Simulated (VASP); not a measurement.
# Al (Fm-3m) in VASP: density of states with PBE

Aim: the density of states of Al with PBE.

Program: VASP 6.6.1. These are calculated values, not measurements. Logs are shortened: lines on timing, memory, paths and dates and some standing lists are left out, and cuts for length are marked.

## 1. The structure

It takes space group Fm-3m (No. 225, cubic). The conventional cell has a = 4.039 Å, b = 4.039 Å, c = 4.039 Å, α = 90.00°, β = 90.00°, γ = 90.00°. Al (site symmetry m-3m) has 12 Al at 2.86 Å as nearest neighbours.

## 2. Density of states, PBE

POSCAR reads:

```
Al                                      
1.0
    0.0000000000      2.0195402333      2.0195402333
    2.0195402333      0.0000000000      2.0195402333
    2.0195402333      2.0195402333      0.0000000000
  Al            
     1
Direct
     0.0000000000000000    0.0000000000000000    0.0000000000000000
```

INCAR.step1 reads:

```
ALGO = Fast
EDIFF = 1E-7
ENCUT = 520
GGA = PE
ISIF = 2
ISMEAR = 0
LASPH = T
LCHARG = T
LREAL = F
LWAVE = F
NBANDS = 8
NELM = 60
PREC = Accurate
SIGMA = 0.1
```

KPOINTS.step1 reads:

```
k-points
0
Gamma
  24 24 24
```

INCAR.step2 reads:

```
ALGO = Fast
EDIFF = 1E-7
ENCUT = 520
GGA = PE
ICHARG = 11
ISIF = 2
ISMEAR = -5
LASPH = T
LCHARG = F
LORBIT = 10
LREAL = F
LWAVE = F
NBANDS = 8
NEDOS = 1001
NELM = 60
PREC = Accurate
SIGMA = 0.1
```

KPOINTS.step2 reads:

```
k-points
0
Gamma
  36 36 36
```

Potentials or basis: VASP PAW PBE potentials, release 64 (Al).

Command:

```bash
$ cat potpaw_PBE.64/Al/POTCAR > POTCAR
$ cp INCAR.step1 INCAR
$ cp KPOINTS.step1 KPOINTS
$ mpirun -np 1 vasp_std > vasp.out
$ cp INCAR.step2 INCAR
$ cp KPOINTS.step2 KPOINTS
$ mpirun -np 1 vasp_std > vasp.out
```

OUTCAR:

```text
EDIFF = 1E-7
   ENCUT = 520
   GGA = PE
   ICHARG = 11
   ISIF = 2
   ISMEAR = -5
   LASPH = T
   LORBIT = 10
   LREAL = F
   NELM = 60
   PREC = Accurate

 ion  position               nearest neighbor table
   1  0.000  0.000  0.000-

  LATTYP: Found a face centered cubic cell.
 ALAT       =     4.0390804666

  Lattice vectors:

 A1 = (   0.0000000000,   2.0195402333,   2.0195402333)
 A2 = (   2.0195402333,   0.0000000000,   2.0195402333)
 A3 = (   2.0195402333,   2.0195402333,   0.0000000000)

Analysis of symmetry for initial positions (statically):
=====================================================================
 Subroutine PRICEL returns:
 Original cell was already a primitive cell.

 Routine SETGRP: Setting up the symmetry group for a
 face centered cubic supercell.

 Subroutine GETGRP returns: Found 48 space group operations
 (whereof 48 operations were pure point group operations)
 out of a pool of 48 trial point group operations.

The static configuration has the point symmetry O_h .

Analysis of symmetry for dynamics (positions and initial velocities):
=====================================================================
 Subroutine PRICEL returns:
 Original cell was already a primitive cell.

 Routine SETGRP: Setting up the symmetry group for a
 face centered cubic supercell.

 Subroutine GETGRP returns: Found 48 space group operations
 (whereof 48 operations were pure point group operations)
 out of a pool of 48 trial point group operations.

The dynamic configuration has the point symmetry O_h .

 Subroutine INISYM returns: Found 48 space group operations
 (whereof 48 operations are pure point group operations),
 and found     1 'primitive' translations

----------------------------------------------------------------------------------------

                                     Primitive cell

  volume of cell :      16.4736

  direct lattice vectors                    reciprocal lattice vectors
     0.000000000  2.019540233  2.019540233    -0.247581104  0.247581104  0.247581104
     2.019540233  0.000000000  2.019540233     0.247581104 -0.247581104  0.247581104
     2.019540233  2.019540233  0.000000000     0.247581104  0.247581104 -0.247581104

  length of vectors
     2.856061188  2.856061188  2.856061188     0.428823051  0.428823051  0.428823051

  position of ions in fractional coordinates (direct lattice)
     0.000000000  0.000000000  0.000000000

  ion indices of the primitive-cell ions
   primitive index   ion index
                 1           1

----------------------------------------------------------------------------------------

 KPOINTS: k-points

Automatic generation of k-mesh.
 Grid dimensions read from file:
 generate k-points for:   36   36   36

 Generating k-lattice:

  Cartesian coordinates                     Fractional coordinates (reciprocal lattice)
    -0.006877253  0.006877253  0.006877253     0.027777778  0.000000000  0.000000000
     0.006877253 -0.006877253  0.006877253     0.000000000  0.027777778  0.000000000
     0.006877253  0.006877253 -0.006877253     0.000000000  0.000000000  0.027777778

  Length of vectors
     0.011911751  0.011911751  0.011911751

  Shift w.r.t. Gamma in fractional coordinates (k-lattice)
     0.000000000  0.000000000  0.000000000

 TETIRR: Found   6145 inequivalent tetrahedra from   279936

 Subroutine IBZKPT returns following result:
 ===========================================

 Found   1240 irreducible k-points:

 Following reciprocal coordinates:
            Coordinates               Weight
  0.000000  0.000000  0.000000      1.000000
  0.027778  0.000000  0.000000      8.000000
  0.055556  0.000000  0.000000      8.000000
  0.083333  0.000000  0.000000      8.000000
  0.111111  0.000000  0.000000      8.000000
  0.138889  0.000000  0.000000      8.000000
[... 16 lines left out ...]
  0.111111  0.027778  0.000000     24.000000
  0.138889  0.027778  0.000000     24.000000
 [... further k-points ...]
   k-points           NKPTS =   1240   k-points in BZ     NKDIM =   1240   number of bands    NBANDS=      8
   number of dos      NEDOS =   1001   number of ions     NIONS =      1
   total plane-waves  NPLWV =  13824
   dimension x,y,z NGX =    24 NGY =   24 NGZ =   24
   dimension x,y,z NGXF=    48 NGYF=   48 NGZF=   48
   ions per type =               1
   NGX,Y,Z   is equivalent  to a cutoff of  13.97, 13.97, 13.97 a.u.
   NGXF,Y,Z  is equivalent  to a cutoff of  27.94, 27.94, 27.94 a.u.
 SYSTEM =  unknown system
   PREC   = accura    normal or accurate (medium, high low for compatibility)
   ISTART =      0    job   : 0-new  1-cont  2-samecut
   ICHARG =     11    charge: 1-file 2-atom 10-const
   ISPIN  =      1    spin polarized calculation?
   LNONCOLLINEAR =      F non collinear calculations
   LSORBIT =      F    spin-orbit coupling
   LASPH  =      T    aspherical Exc in radial PAW
   ENCUT  =  520.0 eV  38.22 Ry    6.18 a.u.   5.31  5.31  5.31*2*pi/ulx,y,z
   NELM   =     60;   NELMIN=  2; NELMDL=  0     # of ELM steps
   EDIFF  = 0.1E-06   stopping-criterion for ELM
   LREAL  =      F    real-space projection
   EDIFFG = 0.1E-05   stopping-criterion for IOM
   NSW    =      0    number of steps for IOM
   IBRION =     -1    ionic relax: 0-MD 1-quasi-New 2-CG
   NFREE  =      0    steps in history (QN), initial steepest desc. (CG)
   ISIF   =      2    stress and relaxation
   ISYM   =      2    0-nonsym 1-usesym 2-fastsym
   POTIM  = 0.5000    time-step for ionic-motion
   TEBEG  =    0.0;   TEEND  =   0.0 temperature during run
   PSTRESS=    0.0 pullay stress
   NELECT =       3.0000    total number of electrons
   NUPDOWN=      -1.0000    fix difference up-down
   EMIN   =  10.00;   EMAX   =-10.00  energy-range for DOS
   EFERMI =   0.00;   METHOD = LEGACY
   ISMEAR =    -5;   SIGMA  =   0.10  broadening in eV -4-tet -1-fermi 0-gaus
   EFERMI_NEDOS =   21; number of points for ismear=-14 and -15
   IALGO  =     68    algorithm
   IMIX   =      4    mixing-type and parameters
     AMIX     =   0.40;   BMIX     =  1.00
     AMIX_MAG =   1.60;   BMIX_MAG =  1.00
  volume/ion in A,a.u.               =      16.47       111.17
  Fermi-wavevector in a.u.,A,eV,Ry     =   0.927939  1.753550 11.715578  0.861071
  Thomas-Fermi vector in A             =   2.054062
   LORBIT       =     10    0 simple, 1 ext, 2 COOP (PROOUT), +10 PAW based schemes
   GGA     = PE    functional components
   LHFCALC =     F    Hartree Fock is set to
   AEXX    =    0.0000 exact exchange contribution
   IVDW    =     0    specifies the selected vdW correction
   LEPSILON=     F    determine dielectric tensor
   LRPA    =     F    only Hartree local field effects (RPA)
 non-spin polarized calculation
 RMM-DIIS sequential band-by-band and
 Fermi weights with tetrahedron method with Bloechl corrections
  energy-cutoff  :      520.00
  volume of cell :       16.47
 maximum number of plane-waves:       459
 NGX is ok and might be reduce to    24

 number of electron       3.0000000 magnetization

 Free energy of the ion-electron system (eV)
  ---------------------------------------------------
  ext. energy  EPLUGINS =         0.00000000
  ---------------------------------------------------
  free energy    TOTEN  =        -3.74615896 eV

  energy without entropy =       -3.74615896  energy(sigma->0) =       -3.74615896

 E-fermi :   8.0354     XC(G=0): -10.2026

 val. band max:        8.1800226053   @ k =  -0.3333   0.4722   0.1944
 cond. band min:       7.9441004155   @ k =  -0.4167   0.3611   0.0000
 fundamental gap:     -0.2359221898
 Fermi energy:         8.0353800174

 k-point     1 :       0.0000    0.0000    0.0000
  band No.  band energies     occupation
      1      -3.1289      2.00000
      2      20.6446      0.00000
      3      20.6446      0.00000
      4      20.6446      0.00000
      5      22.1485      0.00000
      6      22.1485      0.00000
      7      22.1485      0.00000
      8      24.4938      0.00000

 k-point     2 :       0.0278    0.0000    0.0000
  band No.  band energies     occupation
      1      -3.1079      2.00000
      2      20.1189      0.00000
      3      20.5512      0.00000
      4      20.5512      0.00000
      5      22.2750      0.00000
      6      22.2750      0.00000
      7      22.4337      0.00000
      8      24.7192      0.00000

 k-point     3 :       0.0556    0.0000    0.0000
  band No.  band energies     occupation
      1      -3.0449      2.00000
      2      19.1278      0.00000
      3      20.3341      0.00000
      4      20.3341      0.00000
      5      22.5900      0.00000
      6      22.5900      0.00000
      7      22.7210      0.00000
      8      25.3786      0.00000

 k-point     4 :       0.0833    0.0000    0.0000
  band No.  band energies     occupation
      1      -2.9400      2.00000
      2      18.0293      0.00000
      3      20.0778      0.00000
      4      20.0778      0.00000
      5      22.8070      0.00000
      6      23.0045      0.00000
      7      23.0045      0.00000
      8      26.3209      0.00000

 k-point     5 :       0.1111    0.0000    0.0000
  band No.  band energies     occupation
      1      -2.7932      2.00000
      2      16.9035      0.00000
      3      19.8233      0.00000
      4      19.8233      0.00000
      5      22.7827      0.00000
      6      23.4633      0.00000
      7      23.4633      0.00000
      8      25.9494      0.00000
[... 177 lines left out ...]
 k-point    22 :       0.0833    0.0278    0.0000
  band No.  band energies     occupation
      1      -2.9609      2.00000
      2      18.3979      0.00000
      3      19.6718      0.00000
      4      20.3440      0.00000
      5      22.3580      0.00000
      6      23.0392      0.00000
      7      23.3716      0.00000
      8      26.0596      0.00000

 k-point    23 :       0.1111    0.0278    0.0000
  band No.  band energies     occupation
      1      -2.8281      2.00000
      2      17.2843      0.00000
      3      19.3873      0.00000
      4      20.1649      0.00000
      5      22.7268      0.00000
      6      23.0614      0.00000
      7      23.8422      0.00000
      8      25.4752      0.00000

 k-point    24 :       0.1389    0.0278    0.0000
  band No.  band energies     occupation
      1      -2.6535      2.00000
      2      16.1608      0.00000
      3      19.1294      0.00000
      4      19.9615      0.00000
      5      22.9398      0.00000
      6      23.2210      0.00000
      7      24.3014      0.00000
      8      24.9180      0.00000

 [... further k-points ...]
[... 5 lines left out ...]
  --------------------------------------------------------------------------------------
  -------------------------------------------------------------------------------------
  Total       -0.0032856     -0.0032856     -0.0032856      0.0000000     -0.0000000      0.0000000
  in kB       -0.3195454     -0.3195454     -0.3195454      0.0000000     -0.0000000      0.0000000
  external PRESSURE =      -0.3195454 kB  Pullay stress =       0.0000000 kB

 VOLUME and BASIS-vectors are now :
 -----------------------------------------------------------------------------
  energy-cutoff  :      520.00
  volume of cell :       16.47
      direct lattice vectors                 reciprocal lattice vectors
     0.000000000  2.019540233  2.019540233    -0.247581104  0.247581104  0.247581104
     2.019540233  0.000000000  2.019540233     0.247581104 -0.247581104  0.247581104
     2.019540233  2.019540233  0.000000000     0.247581104  0.247581104 -0.247581104

 POSITION                                       TOTAL-FORCE (eV/Angst)
 -----------------------------------------------------------------------------------
      0.00000      0.00000      0.00000        -0.000000     -0.000000      0.000000
 -----------------------------------------------------------------------------------
    total drift:                                0.000000     -0.000000     -0.000000

  FREE ENERGIE OF THE ION-ELECTRON SYSTEM (eV)
  ---------------------------------------------------
  free  energy   TOTEN  =        -3.7461589608 eV

  energy  without entropy=       -3.7461589608  energy(sigma->0) =       -3.74615896

 total charge

# of ion       s       p       d       tot
------------------------------------------
    1        0.428   0.340   0.000   0.768
```

Wall time 52 s (1 thread of Intel Xeon Platinum 8559C (Emerald Rapids), shared host); peak memory 0.24 GiB.

What came out:

```
Valence electrons inside the program's atomic spheres : Al 0.77
```

States per cell in windows of 0.5 eV (zero at the Fermi level; states under -8 eV left out):
```
from (eV)  total  Al1_p  Al1_s  Al1_d
     -8.0   0.11   0.01   0.02   0.00
     -7.5   0.12   0.01   0.02   0.00
     -7.0   0.13   0.01   0.02   0.00
     -6.5   0.13   0.01   0.02   0.00
     -6.0   0.14   0.01   0.02   0.00
     -5.5   0.15   0.02   0.02   0.00
     -5.0   0.16   0.02   0.02   0.00
     -4.5   0.16   0.02   0.02   0.00
     -4.0   0.17   0.02   0.02   0.00
     -3.5   0.18   0.03   0.02   0.00
     -3.0   0.19   0.03   0.02   0.00
     -2.5   0.18   0.03   0.02   0.00
     -2.0   0.17   0.03   0.02   0.00
     -1.5   0.19   0.03   0.02   0.00
     -1.0   0.18   0.03   0.02   0.00
     -0.5   0.19   0.03   0.02   0.00
      0.0   0.21   0.03   0.02   0.00
      0.5   0.21   0.03   0.02   0.00
      1.0   0.21   0.03   0.02   0.00
      1.5   0.22   0.03   0.02   0.00
      2.0   0.23   0.03   0.02   0.00
      2.5   0.23   0.03   0.02   0.00
      3.0   0.24   0.04   0.02   0.00
      3.5   0.24   0.04   0.02   0.00
      4.0   0.25   0.04   0.02   0.00
      4.5   0.26   0.05   0.02   0.00
      5.0   0.28   0.05   0.02   0.00
      5.5   0.30   0.06   0.02   0.00
      6.0   0.28   0.06   0.02   0.00
      6.5   0.27   0.06   0.01   0.00
      7.0   0.24   0.05   0.01   0.00
      7.5   0.27   0.05   0.01   0.00
```

Caveat: tetrahedron occupations give inexact forces and stress in metals.
